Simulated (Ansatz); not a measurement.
**GaP: a line through a two-coordinate scan**

One table from this session's results is given with a row withheld; the runs are named, their logs left out.

Method: DFT PBEsol, scalar-relativistic, plane waves, PAW, in Ansatz 0.2.0.

15 further runs of the same task are left out: 15 set aside as unsound or not needed.

## The structure to begin with

The structure is cubic, space group F-43m (No. 216). The conventional cell has a = 5.439 Å, b = 5.439 Å, c = 5.439 Å, α = 90.00°, β = 90.00°, γ = 90.00°. Ga (site symmetry -43m) is surrounded by 4 P at 2.36 Å. P (site symmetry -43m) is surrounded by 4 Ga at 2.36 Å.

As a file:

```cif
data_structure
_symmetry_space_group_name_H-M 'P 1'
_symmetry_Int_Tables_number 1
_cell_length_a 3.8459
_cell_length_b 3.8459
_cell_length_c 3.8459
_cell_angle_alpha 60.000
_cell_angle_beta 60.000
_cell_angle_gamma 60.000
_cell_volume 40.22
loop_
_atom_site_label
_atom_site_type_symbol
_atom_site_fract_x
_atom_site_fract_y
_atom_site_fract_z
_atom_site_occupancy
Ga1 Ga 0.00000 0.00000 0.00000 1
P1 P 0.75000 0.75000 0.75000 1
```

It is the result of an earlier relaxation at this level (volume 20.11 Å³/atom; gap on the mesh: 1.50 eV).

## What is varied

The energy is mapped over volume and the cell's shape.

The axes are (1) volume per atom: 7 values from 18.50 to 21.72 Å³; (2) c/a of the conventional cell: 7 values from 0.923 to 1.083.

Nothing else is relaxed (symmetry fixes all fractional coordinates). Energies count from the relaxed crystal. Points are written as (first, second).

The first run:

input.yaml reads:

```yaml
crystal:
  lattice:
    - [0.0, 2.790136835, 2.5751147531]
    - [2.5751147531, 0.0, 2.5751147531]
    - [2.5751147531, 2.790136835, 0.0]
  atoms:
    - { symbol: Ga, position: [0.0, 0.0, 0.0] }
    - { symbol: P, position: [0.75, 0.75, 0.75] }
basis:
  ecutwfc: 420
kpoints:
  mp_grid: { grid: [10, 10, 10] }
hamiltonian:
  xc: pbesol
  pseudopotentials: { kind: paw, azcp: { folder: soft_1 } }
scf:
  occupations: { method: gaussian, width: 0.05 }
output:
  forces: true
  stress: true
  eigenvalues: true
```

Run with:

```console
ansatz run input.yaml --threads 1 --pin off --max-ram 2048MiB --backend cpu --events-out ev --progress --plain --runs-dir out
```

Steps of the session up to this table: Point (18.50 Å³, 1.083); The run at (19.57 Å³, 1.083); Point (20.11 Å³, 1.083); The run at (20.65 Å³, 1.083); Grid point (21.18 Å³, 1.083); Grid point (21.72 Å³, 1.083).

One of the session's tables, all rows but one given; the rest of the session is left out.

| volume per atom (Å³) | energy (meV/atom) | slope (meV/atom per Å³) | pressure (GPa) | band gap on the k-mesh (eV) |
| --- | --- | --- | --- | --- |
| 18.50 | 60.2 | −52 | 8.3 | 0.90 |
| 19.04 | 37.8 | −32 | 5.1 | 0.97 |
| 19.57 | 25.6 | −14 | 2.3 | 1.03 |
| 20.11 | 22.0 | 1 | −0.1 | 1.08 |
| 20.65 | 26.0 | 14 | −2.2 | 1.13 |
| 21.18 | ? | ? | ? | ? |
| 21.72 | 52.6 | 35 | −5.6 | 0.96 |

Estimate the missing values for volume per atom (Å³) = 21.18.

Worked estimate for «energy (meV/atom)». A straight line through the neighbours (20.65, 26.0) and (21.72, 52.6) gives 26.0 + (52.6 − 26.0) × (21.18 − 20.65) / (21.72 − 20.65) = 39.2; a parabola fitted to 3 rows on both sides gives 36.1.

As computed: energy (meV/atom): 36.5; slope (meV/atom per Å³): 25; pressure (GPa): −4.0; band gap on the k-mesh (eV): 1.15. In «energy (meV/atom)» the line misses by +2.7 and the parabola by -0.4.

Energies count from the relaxed crystal. Rows without a step come from runs not printed here or follow by symmetry.

What this shows: Along the line the energy is lowest at 20.11 Å³, 22.0 meV/atom from the zero. V·d²E/dV² there is about 85 GPa, a bulk modulus under this line's constraint. The highest point computed, at 18.50 Å³, lies 38.1 meV/atom above the lowest.

To keep in mind: Warnings in the runs' records: pseudo functional mismatch.
